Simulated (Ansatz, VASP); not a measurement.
## Si: VASP beside Ansatz

```
Si
1.0
     2.15200    0.00000    0.00000
    -1.07600    1.86368    0.00000
     0.00000    0.00000    3.57782
Si
2
Cartesian
  0.0000 1.2425 0.8945
  1.0760 0.6212 2.6834
```

Change from the starting cell: volume scaled by 0.5, PAW files.

Alike in both runs: task single point; functional PBE; k mesh 17 × 17 × 9; occupations fermi-dirac, width 0.08 eV; no spin polarisation.

|  | VASP | Ansatz |
| --- | --- | --- |
| version | VASP 6.6.1 | Ansatz 0.2.0 |
| potentials or method | VASP PAW PBE potentials, release 64 (Si) | PAW with Ansatz's default frozen-core files, scalar-relativistic |
| plane-wave cutoff (eV) | 520 | 420 |
| valence electrons in the cell | 8 | 8 |

Ansatz gave:

```
pressure (GPa)                                  : 289.0
largest component of the traceless stress (GPa) : 0.02
```

Problem. What did VASP give for the same quantities?

Solution. Pressure (GPa): 287.6; largest component of the traceless stress (GPa): 0.11.

Caveats: the cell as given lies far from equilibrium; so large a pressure means that the cell lies far from this level's equilibrium, or that cutoff or potentials fall short (VASP).
